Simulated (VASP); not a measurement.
Input of a VASP 6.6.1 run:

The input INCAR:

```
SYSTEM = NaH13O7
PREC = Accurate
ENCUT = 520
EDIFF = 1E-6
ISMEAR = -1
SIGMA = 0.02
LREAL = Auto
LASPH = .TRUE.
NELM = 60
ALGO = Normal
ISIF = 2
LWAVE = .FALSE.
LCHARG = .FALSE.
GGA = PE
IVDW = 12
NBANDS = 47
```

File KPOINTS:

```
regular mesh
0
G
  1 1 1
  0 0 0
```

File POSCAR:

```
NaH13O7
1.0
    6.2692210000      0.0000000000      0.0000000000
    0.0000000000      6.2692210000      0.0000000000
    0.0000000000      0.0000000000      6.2692210000
O H Na
7 13 1
Direct
    0.7614502663      0.9166051093      0.8094785620
    0.4391454696      0.6476083711      0.5488401191
    0.1509597444      0.2396150973      0.1357106409
    0.6711998189      0.4926768413      1.1189109460
    0.0835989033      0.4572019394      0.7128317856
    0.7695852483      0.2382114141      0.5155026438
    0.4789590286      0.0015631926      0.2970863525
    0.7526612956      1.0213230639      0.6955409611
    0.6332684715      0.8312835040      0.7815963100
    0.3080287009      0.5757174615      0.6156107752
    0.5027737896      0.5337345740      0.4643798647
    0.0792921481      0.2731120820      0.2603991788
    0.2857133287      0.1814420005      0.1808996684
    0.7308085008      0.5030290047      0.9773941611
    0.5175443648      0.4826596478      1.0989882156
    0.1152455784      0.3650373786      0.8348405647
   -0.0061411139      0.3647024088      0.6194390021
    0.5883027572      0.1079719474      0.3617195821
    0.6772452271      0.3442213953      0.5737554953
    0.4325258274     -0.0966467764      0.4146607689
    0.8462773924      0.9034296287      0.1954788322
```

Potentials or basis: VASP PAW PBE potentials, release 64 (O, H, Na_pv).

Command:

```console
$ cat potpaw_PBE.64/O/POTCAR potpaw_PBE.64/H/POTCAR potpaw_PBE.64/Na_pv/POTCAR > POTCAR
$ mpirun -np 1 vasp_gam > vasp.out
```

Question: Estimate the dispersion energy per atom.

Answer: -0.038 eV.

Question: What does it give for the largest force?

Answer: 3.021 eV/Å.

Question: What does it give for the pressure?

Answer: -0.4 GPa.

Forces in eV/Å, atoms in the order of the input:
```
O   -0.472 -1.229  1.011
O   -0.844 -0.492  0.661
O    0.234 -0.145 -2.755
O   -0.063  0.312  0.334
O    0.559  0.043  0.226
O    0.778 -1.283 -0.677
O    0.494  0.402  0.346
H    0.361  1.489 -0.806
H    0.251 -0.098  0.061
H    0.318  0.334 -0.281
H    0.162  0.209 -0.193
H   -1.629  0.890  2.384
H    1.082 -0.994  0.452
H    0.181 -0.097 -0.532
H   -0.010  0.046 -0.165
H    0.028  0.079  0.243
H   -0.691 -0.152 -0.220
H   -0.502 -0.302  0.490
H   -0.436  0.569  0.454
H    0.436  0.283 -0.592
Na  -0.238  0.136 -0.442
```
